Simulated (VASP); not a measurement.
# BN (F-43m) in VASP: a series of runs, part 2 of 2

VASP 6.6.1. The steps go on from the part before.

**4. Single point, PBE**

INCAR reads:

```
PREC = Accurate ; ENCUT = 600
EDIFF = 1E-6 ; ISMEAR = 0
SIGMA = 0.01 ; LREAL = F
LASPH = T ; NELM = 120
ALGO = Normal ; ISIF = 2
LWAVE = F ; LCHARG = F
GGA = PE ; NBANDS = 11
GGA_COMPAT = F
```

KPOINTS reads:

```
regular mesh
0
Gamma
  16 16 16
```

POSCAR reads:

```
BN
1.0
    0.0000000000      1.8123426907      1.8123426907
    1.8123426907      0.0000000000      1.8123426907
    1.8123426907      1.8123426907      0.0000000000
B N
1 1
Direct
    0.0000000000      0.0000000000      0.0000000000
    0.7500000000      0.7500000000      0.7500000000
```

Potentials or basis: VASP PAW PBE potentials, release 64 (B, N).

Started as:

```
$ cat potpaw_PBE.64/B/POTCAR potpaw_PBE.64/N/POTCAR > POTCAR
$ mpirun -np 1 vasp_std > vasp.out
```

OUTCAR:

```text
PREC = Accurate
   ENCUT = 600
   EDIFF = 1E-6
   ISMEAR = 0
   LREAL = F
   LASPH = T
   NELM = 120
   ISIF = 2
   GGA = PE

 ion  position               nearest neighbor table
   1  0.000  0.000  0.000-   2 1.57   2 1.57   2 1.57   2 1.57
   2  0.750  0.750  0.750-   1 1.57   1 1.57   1 1.57   1 1.57

  LATTYP: Found a face centered cubic cell.
 ALAT       =     3.6246853814

  Lattice vectors:

 A1 = (   0.0000000000,   1.8123426907,   1.8123426907)
 A2 = (   1.8123426907,   0.0000000000,   1.8123426907)
 A3 = (   1.8123426907,   1.8123426907,   0.0000000000)

Analysis of symmetry for initial positions (statically):
=====================================================================
 Subroutine PRICEL returns:
 Original cell was already a primitive cell.

 Routine SETGRP: Setting up the symmetry group for a
 face centered cubic supercell.

 Subroutine GETGRP returns: Found 24 space group operations
 (whereof 24 operations were pure point group operations)
 out of a pool of 48 trial point group operations.

The static configuration has the point symmetry T_d .

Analysis of symmetry for dynamics (positions and initial velocities):
[... 165 lines left out ...]

 k-point     1 :       0.0000    0.0000    0.0000
  band No.  band energies     occupation
      1     -12.8358      2.00000
      2       7.3040      2.00000
      3       7.3040      2.00000
      4       7.3040      2.00000
      5      16.0855      0.00000
      6      16.0855      0.00000
      7      16.0855      0.00000
      8      17.5237      0.00000
      9      31.9058      0.00000
     10      34.9728      0.00000
     11      34.9728      0.00000
[... 309 lines left out ...]
 k-point    24 :      -0.0625    0.0625    0.0000
  band No.  band energies     occupation
      1     -12.5842      2.00000
      2       6.1811      2.00000
      3       6.6757      2.00000
      4       7.2088      2.00000
      5      16.2940      0.00000
      6      16.2951      0.00000
      7      16.7688      0.00000
      8      18.3273      0.00000
      9      31.2930      0.00000
     10      31.5667      0.00000
     11      33.5159      0.00000

 [... further k-points ...]
[... 5 lines left out ...]
  --------------------------------------------------------------------------------------
  -------------------------------------------------------------------------------------
  Total       -0.0022044     -0.0022044     -0.0022044      0.0000000      0.0000000     -0.0000000
  in kB       -0.2966512     -0.2966512     -0.2966512      0.0000000      0.0000000     -0.0000000
  external PRESSURE =      -0.2966512 kB  Pullay stress =       0.0000000 kB

 VOLUME and BASIS-vectors are now :
 -----------------------------------------------------------------------------
  energy-cutoff  :      600.00
  volume of cell :       11.91
      direct lattice vectors                 reciprocal lattice vectors
     0.000000000  1.812342691  1.812342691    -0.275886013  0.275886013  0.275886013
     1.812342691  0.000000000  1.812342691     0.275886013 -0.275886013  0.275886013
     1.812342691  1.812342691  0.000000000     0.275886013  0.275886013 -0.275886013

 POSITION                                       TOTAL-FORCE (eV/Angst)
 -----------------------------------------------------------------------------------
      0.00000      0.00000      0.00000         0.000000     -0.000000     -0.000000
      2.71851      2.71851      2.71851         0.000000      0.000000      0.000000
 -----------------------------------------------------------------------------------
    total drift:                               -0.000000     -0.000000     -0.000000

  FREE ENERGIE OF THE ION-ELECTRON SYSTEM (eV)
  ---------------------------------------------------
  free  energy   TOTEN  =       -17.4546029021 eV

  energy  without entropy=      -17.4546029021  energy(sigma->0) =      -17.45460290
```

Run time: 11 s. Hardware: 1 thread of Intel Xeon 6975P-C (Granite Rapids), shared host; peak memory 0.13 GiB.

What came out:

| Property | Result |
| --- | --- |
| Free energy | -17.4546 eV |
| Pressure | 0.0 GPa |
| Band gap on the k mesh | 4.45 eV (least direct gap 8.78 eV) |

Levels at points of the mesh, in eV from the valence-band top:
```tsv
k point	band 2	band 3	band 4	band 5	band 6	band 7
(0.00, 0.00, 0.00)	0.00	0.00	0.00	8.78	8.78	8.78
(0.50, 0.00, 0.00)	-10.62	-1.93	-1.93	10.04	10.66	10.66
(0.50, 0.50, 0.00)	-8.86	-4.86	-4.86	4.45	9.19	17.80
```

**5. Overview**

| cell | smearing | gap on the mesh (eV) | pressure (GPa) |
| --- | --- | --- | --- |
| a = 2.565 Å, angles 60.0°, 2 atoms | gaussian 0.05 eV | 4.45 | -0.7 |
| a = 2.561 Å, angles 60.0°, 2 atoms | gaussian 0.05 eV | 4.45 | 1.0 |
| a = 2.563 Å, angles 60.0°, 2 atoms | gaussian 0.01 eV | 4.45 | 0.0 |

Alike in all rows: task single point; level PBE; potentials or basis VASP PAW PBE potentials, release 64 (B, N); no spin polarisation; k mesh 16 × 16 × 16; cutoff (eV) 600.

Total energies depend on the potentials used, so only differences within one code and one set of settings carry meaning.

**6. How close it comes**

Step 2. Measured gap of BN: 6.4 eV (indirect; 300 K; a printed reference work, monograph). This calculation gives 4.45 eV (-1.95 eV). The value is that of PBE on a finite k mesh, which can miss the band edges, without temperature or zero-point motion. Semilocal functionals fall short of measured gaps as a rule.
